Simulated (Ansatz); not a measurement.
Geometry optimisation, Ansatz 0.2.0, DFT PBE, scalar-relativistic, plane waves, PAW.

input.yaml

```yaml
crystal:
  lattice:
    - [8.10484, 0.0, 0.0]
    - [0.0, 8.10484, 0.0]
    - [0.0, 0.0, 8.10484]
  atoms:
    - { symbol: Al, position: [0.5, 0.0, 0.0] }
    - { symbol: Al, position: [0.75, 0.25, 0.0] }
    - { symbol: Al, position: [0.75, 0.0, 0.25] }
    - { symbol: Al, position: [0.0, 0.0, 0.0] }
    - { symbol: Al, position: [0.25, 0.25, 0.0] }
    - { symbol: Al, position: [0.5, 0.5, 0.0] }
    - { symbol: Al, position: [0.75, 0.75, 0.0] }
    - { symbol: Al, position: [0.25, 0.0, 0.25] }
    - { symbol: Al, position: [0.5, 0.25, 0.25] }
    - { symbol: Al, position: [0.75, 0.5, 0.25] }
    - { symbol: Al, position: [0.5, 0.0, 0.5] }
    - { symbol: Al, position: [0.75, 0.25, 0.5] }
    - { symbol: Al, position: [0.75, 0.0, 0.75] }
    - { symbol: Al, position: [0.0, 0.5, 0.0] }
    - { symbol: Al, position: [0.25, 0.75, 0.0] }
    - { symbol: Al, position: [0.0, 0.25, 0.25] }
    - { symbol: Al, position: [0.25, 0.5, 0.25] }
    - { symbol: Al, position: [0.5, 0.75, 0.25] }
    - { symbol: Al, position: [0.0, 0.0, 0.5] }
    - { symbol: Al, position: [0.25, 0.25, 0.5] }
    - { symbol: Al, position: [0.5, 0.5, 0.5] }
    - { symbol: Al, position: [0.75, 0.75, 0.5] }
    - { symbol: Al, position: [0.25, 0.0, 0.75] }
    - { symbol: Al, position: [0.5, 0.25, 0.75] }
    - { symbol: Al, position: [0.75, 0.5, 0.75] }
    - { symbol: Al, position: [0.0, 0.75, 0.25] }
    - { symbol: Al, position: [0.0, 0.5, 0.5] }
    - { symbol: Al, position: [0.25, 0.75, 0.5] }
    - { symbol: Al, position: [0.0, 0.25, 0.75] }
    - { symbol: Al, position: [0.25, 0.5, 0.75] }
    - { symbol: Al, position: [0.5, 0.75, 0.75] }
    - { symbol: Al, position: [0.0, 0.75, 0.75] }
    - { symbol: Al, position: [-0.00400769, 0.5023826, 0.76036881] }
basis:
  ecutwfc: 420.0
kpoints:
  mp_grid: { grid: [2, 2, 2] }
hamiltonian:
  xc: pbe
scf:
  occupations: { method: gaussian, width: 0.1 }
  lower_state_search: "off"
relax:
  f_tol: 0.03
  max_steps: 60
  adjacent_minimum: "off"
```

Command:

```bash
$ ansatz run input.yaml --threads 2 --pin off --max-ram 5120MiB --backend cpu --events-out ev --progress --plain --runs-dir out
```

Where does it end, and by what steps?

The forces met the threshold. Limits of this set-up: coarse k mesh, a small cell, in which the defect meets its images. After 5 steps the energy has fallen by 8.105 eV; Al14 moved furthest, 0.49 Å. The start is strongly strained (largest force component 9 eV/Å).

```tsv
step	energy less start (eV)	largest force component (eV/Å)	accepted
0	0.0000	9.497	yes
1	-5.4898	3.835	yes
2	-7.8221	1.123	yes
3	-8.1025	0.049	yes
4	-8.1025	0.049	yes
5	-8.1049	0.008	yes
```

```xyz
33
Lattice="8.1048 0.0000 0.0000 0.0000 8.1048 0.0000 0.0000 0.0000 8.1048" Properties=species:S:1:pos:R:3
Al 4.051 0.000 0.024
Al 6.101 2.051 -0.021
Al 6.056 0.000 2.026
Al -0.001 0.001 0.123
Al 2.000 2.052 -0.023
Al 4.052 4.053 0.123
Al 6.101 6.055 -0.022
Al 2.047 0.000 2.026
Al 4.051 2.005 2.026
Al 5.957 4.053 2.032
Al 4.051 0.000 4.033
Al 6.097 2.046 4.074
Al 5.957 0.001 6.082
Al -0.002 4.053 0.490
Al 1.999 6.054 -0.023
Al -0.001 1.906 2.032
Al 2.146 4.053 2.032
Al 4.051 6.101 2.026
Al 0.000 0.001 3.933
Al 2.005 2.047 4.075
Al 4.052 4.053 3.933
Al 6.097 6.060 4.075
Al 2.146 0.001 6.081
Al 4.052 1.906 6.082
Al 5.602 4.053 6.078
Al -0.001 6.200 2.032
Al -0.001 4.053 3.586
Al 2.004 6.058 4.076
Al -0.002 1.549 6.078
Al 2.506 4.053 6.078
Al 4.052 6.200 6.082
Al -0.002 6.558 6.078
Al 0.002 4.054 6.094
```

Whether the end is a true minimum wasn't checked by a vibrational analysis.

Run time: 31 s on 2 threads of Intel(R) Xeon(R) Platinum 8488C (Sapphire Rapids) (shared host), peak memory 1 GiB.
